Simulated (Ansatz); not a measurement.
GaSb built on the zincblende prototype: a single-point calculation in Ansatz (HSE06). The cell was relaxed with r2SCAN and then strained (epitaxial -2.0 % in the plane normal to [111], free normal strain +0.95 %), with the atoms relaxed again with r2SCAN; k points keep the names of the unstrained zone.

```yaml
crystal:
  lattice:
    - [0.0603005335, 3.0648617554, 3.0648617554]
    - [3.0648617554, 0.0603005335, 3.0648617554]
    - [3.0648617554, 3.0648617554, 0.0603005335]
  atoms:
    - { symbol: Ga, position: [0.0013890048, 0.0013890048, 0.0013890048] }
    - { symbol: Sb, position: [0.2486109952, 0.2486109952, 0.2486109952] }
kpoints:
  mp_grid: { grid: [6, 6, 6] }
  band_path:
    path:
      - [0.0, 0.0, 0.0]
      - [-0.5, -0.5, 0.0]
      - [-0.375, -0.375, 0.25]
      - [-0.375, 0.0, 0.375]
      - [0.0, 0.0, 0.5]
      - [-0.5, -0.25, 0.25]
    npoints: 1
hamiltonian:
  xc: hse06
scf:
  occupations: { method: fermi_dirac, width: 0.02 }
  n_extra_bands: 4
output:
  forces: true
  stress: true
  eigenvalues: true
```

Some lines of the output have been replaced by numbered gaps.
```
Functional definition: HSE06
Crystal: 2 atoms, lattice volume = 55.880 Å³
Basis set: ecut = 420 eV, 1079 PW (Γ)
Bands: 18, of which v1, the nominal top of the filled ones, is band 14 counted from 1 (13 counted from 0)
Symmetry: 6 space group operations
Space group: R3m (ITA 160)
k-points: 32 of 216 (time reversal used)
Exchange kernel: α = 0.2500, screened, ω = 0.2079 Å⁻¹, Wigner–Seitz truncation, v(0) = 1046.8314 eV·Å³, q-mesh 6×6×6
hybrid outer 1: dexx = +9.693e-3 eV, tail = 4.61e-5 eV
hybrid outer 2: dexx = +7.959e-7 eV, tail = 1.65e-8 eV, Δε = 2.59e-3 eV, ΔF = 3.27e-4 eV/Å
hybrid SCF converged: 2 outer / 13 inner (+7 warm-up)
Free energy (F): -10272.635531 eV
[1]
--- Per-component energies (eV) ---
  E_band       = -315.933177
  E_kinetic    = 322.584289
  E_local      = -3884.555683
  E_nonlocal   = 788.607336
  E_hartree    = 1795.102883
  E_xc         = -166.568235
  E_vxc        = -123.972929
  E_exx        = -88.756683
  E_paw        = -6524.922611
  E_vpaw       = -831.288423
  E_ewald      = -2514.264263
  E_core_change = 0.137557
--- Stress (GPa, compression-positive) ---
        2.013948      -0.929019      -0.929019
       -0.929019       2.013948      -0.929019
       -0.929019      -0.929019       2.013948
  P = ⅓ Tr σ = 2.0139 GPa (20.139 kbar)
--- Band table (eV; the first three rows and the last of 32) ---
[2]
```

The rows of the band table are 0: (0, 0, 0) = Γ, 1: (0, 0, 1/6), 2: (0, 0, 1/3), 31: (-1/2, -1/2, -1/2) = L.

Q: What stood in the gaps? They hold the Fermi energy and the band table.

A:
```
[1]
Fermi energy:    8.219306 eV
[2]
  k-point 0: bands = […, -10.0238, -10.0238, -5.1068, 7.5067, 7.7774, 7.7774, 8.6802, 10.9871, 11.2163, 11.2163]
  k-point 1: bands = […, -10.0245, -10.0241, -4.7801, 4.9685, 7.1126, 7.3107, 9.3853, 11.5763, 11.8080, 12.5550]
  k-point 2: bands = […, -10.0253, -10.0240, -3.8985, 2.0663, 6.5216, 6.6670, 8.8901, 12.0884, 12.2140, 15.0443]
  k-point 31: bands = […, -10.0251, -10.0251, -3.3513, 0.5918, 6.5539, 6.5539, 9.0743, 12.2606, 12.2606, 15.0574]
```
The trailing digits, and the zero of the energies, depend on the potentials and thresholds.

With HSE06 the valence top lies at Γ and the conduction bottom at L, 0.896 eV higher; the smallest vertical gap, at Γ, is 0.903 eV. Least and direct gap differ so little that the kind isn't settled. Edges are sought over the mesh and the listed points. With the atoms held, the mean pressure is +2.0 GPa (compression positive). (The program warns that its thresholds are loose for a hybrid's stress.)

It took 35 s on 1 × NVIDIA H100 80GB HBM3 with 2 threads of AMD EPYC 7R13 Processor (Zen 3) (shared host), load about 0.8 per core; peak host memory 2.8 GiB.

Spin-unpolarised throughout; all numbers are computed.

Spin-orbit coupling is left out, which matters wherever the heavy atoms make up the band edges.

The meshes of the hybrids are coarse, so their gaps aren't converged to the digits shown.
